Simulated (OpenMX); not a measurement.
The system is SrO.

```xyz
2
Lattice="0.0000 2.5663 2.5663 2.5663 0.0000 2.5663 2.5663 2.5663 0.0000" Properties=species:S:1:pos:R:3 pbc="T T T"
Sr    2.5663    2.5663    2.5663
O     0.0000    0.0000    0.0000
```

Base run:

* Program: OpenMX 3.8.5
* Functional: PBE
* Potentials or basis: OpenMX 2013 PBE set, Sr10.0-s2p2d1, O6.0-s2p2, grid cutoff 400 Ry
* k mesh: 9 × 9 × 9
* Occupations: fermi-dirac, width 0.05 eV
* Spin: no spin polarisation

Its results: band gap on the k mesh 2.99 eV, indirect (least direct gap 3.23 eV); pressure 3.4 GPa.

Task: The run is repeated on the same cell with these changes: potentials or basis from OpenMX 2013 PBE set, Sr10.0-s2p2d1, O6.0-s2p2, grid cutoff 400 Ry to OpenMX 2013 PBE set, Sr10.0-s3p2d2, O6.0-s2p2d1, grid cutoff 400 Ry. What comes out?

Result: Band gap on the k mesh 2.92 eV, indirect (least direct gap 3.15 eV); pressure 3.0 GPa.

Caveats: the basis of atomic orbitals isn't converged, which shifts pressures, moduli and gaps.

A k mesh can miss the band edges.

Not every run made on this cell is shown here.
